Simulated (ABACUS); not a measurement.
## Cr: equation of state with PBE

Crystal: Cr.

```xyz
1
Lattice="-1.4844 1.4844 1.4844 1.4844 -1.4844 1.4844 1.4844 1.4844 -1.4844" Properties=species:S:1:pos:R:3 pbc="T T T"
Cr    0.0000    0.0000    0.0000
```

```
Program                                       : ABACUS 3.10.1
Task                                          : equation of state
Functional                                    : PBE
Potentials or basis                           : PseudoDojo NC SR 0.4.1 PBE standard
Cutoff                                        : 1293 eV
Density cutoff                                : 5170 eV
Basis                                         : plane waves
k mesh                                        : 12 × 12 × 12
Occupations                                   : fermi-dirac, width 0.05 eV
Spin                                          : collinear spin, ferromagnetic start
Starting moments                              : [3.0] μB
Radial cutoff of the potentials (pseudo_rcut) : 10 bohr
SCF threshold on the density                  : 1e-08
Max SCF steps                                 : 100
Eigensolver                                   : dav
Mixing                                        : broyden
Mixing share                                  : 0.4
Symmetry key                                  : 1
```

The equilibrium volume is 11.55 Å³/atom (rough: see the caveat). The bulk modulus is 262 GPa (rough).

Energy against volume, from the lowest point:
```tsv
volume (Å³/atom)	energy (meV/atom)
12.299	0.00
12.561	26.55
12.823	59.16
13.084	97.14
13.346	139.84
13.608	186.74
13.870	237.33
```

All runs of the series together: 52 s on 4 threads of Intel(R) Xeon(R) 6975P-C (Granite Rapids), on a shared host.

Caveat: the minimum lies outside the volumes run.
